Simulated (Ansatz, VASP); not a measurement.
**P in VASP and in Ansatz**

```
P
1.0
     4.39863    0.00000    0.00000
    -2.19932    3.80933    0.00000
     0.00000    0.00000    2.56873
P
3
Direct
  0.00000 0.00000 0.00000
  0.33333 0.66667 0.50000
  0.66667 0.33333 0.50000
```

Change from the starting cell: volume scaled by 1, crystal datasets.

Alike in both runs: task single point; functional PBE; k mesh 9 × 9 × 12; occupations fermi-dirac, width 0.05 eV; no spin polarisation.

|  | VASP | Ansatz |
| --- | --- | --- |
| version | VASP 6.6.1 | Ansatz 0.2.0 |
| potentials or method | VASP PAW PBE potentials, release 64 (P), cutoff 520 eV | all-electron PAW with datasets made for the crystal, scalar-relativistic |

Ansatz gave:

```
pressure (GPa) : 0.0
```

Estimate VASP's values.

pressure (GPa): -0.2.

Ansatz ran all-electron here, so the differences hold the error of VASP's frozen core and of both bases.
